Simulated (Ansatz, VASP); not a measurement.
This is a calculation of MnO for VASP 6.6.1.

INCAR

```
SYSTEM = MnO
  ALGO = Normal
  EDIFF = 1E-6
  ENCUT = 520
  GGA = PS
  ISIF = 2
  ISMEAR = 0
  ISPIN = 2
  LASPH = .True.
  LCHARG = .False.
  LMAXMIX = 4
  LORBIT = 11
  LREAL = .False.
  LWAVE = .False.
  MAGMOM = 4 0
  NBANDS = 20
  NELM = 150
  PREC = Accurate
  SIGMA = 0.1
```

The input KPOINTS:

```
k-points
0
Gamma
  10 10 10
  0 0 0
```

The input POSCAR:

```
MnO
1.0
    0.0000000000      2.2239077028      2.2239077028
    2.2239077028      0.0000000000      2.2239077028
    2.2239077028      2.2239077028      0.0000000000
Mn O
1 1
Direct
    0.0000000000      0.0000000000      0.0000000000
    0.5000000000      0.5000000000      0.5000000000
```

Potentials or basis: VASP PAW PBE potentials, release 64 (Mn_pv, O).

The run is started by

```bash
$ cat potpaw_PBE.64/Mn_pv/POTCAR potpaw_PBE.64/O/POTCAR > POTCAR
$ mpirun -np 1 vasp_std > vasp.out
```

Question: Translate it to Ansatz 0.2.0. Potentials there: all-electron LAPW, scalar-relativistic.

Answer: As run (the cutoff follows the program's own potentials):

File input.yaml:

```yaml
crystal:
  lattice:
    - [0.0, 2.2239077028, 2.2239077028]
    - [2.2239077028, 0.0, 2.2239077028]
    - [2.2239077028, 2.2239077028, 0.0]
  atoms:
    - { symbol: Mn, position: [0.0, 0.0, 0.0], spin: 4.0 }
    - { symbol: O, position: [0.5, 0.5, 0.5] }
kpoints:
  mp_grid: { grid: [10, 10, 10] }
scf:
  occupations: { method: gaussian, width: 0.1 }
hamiltonian:
  xc: pbesol
  pseudopotentials: { kind: all_electron, lapw: { basis_error: 0.001 } }
magnetization:
  spin_polarized: true
output:
  forces: true
  stress: true
  eigenvalues: true
```

Potentials or basis: all-electron LAPW, scalar-relativistic.

Command:

```console
$ ansatz run input.yaml --threads 2 --pin off --max-ram 6144MiB --backend cpu --events-out ev --progress --plain --runs-dir out
```

Both were run:

|  | VASP | Ansatz | Ansatz less VASP |
| --- | --- | --- | --- |
| gap on the k mesh at the Fermi level (eV) | none | none | - |
| pressure (GPa) | -6.8 | -7.0 | -0.22 |
| net moment per atom (μB) | 2.39 | 2.39 | 0.000 |
| size of the moment on the site where the two differ most (μB) | 0.20 | 0.23 | +0.032 |

Site moments also hang on the region over which each program counts them. A gap of «none» marks a metal or a gap that the smearing closes. Ansatz ran all-electron here, so the differences hold the error of VASP's frozen core and of both bases.

Caveats: a cell with one magnetic atom can't hold antiferromagnetic order, which such compounds often take; semilocal functionals often make such compounds metallic where correlation or magnetic order opens a gap, which also shifts bond lengths; the PAW data sets were made with another functional, which shifts forces and pressure a little (VASP).
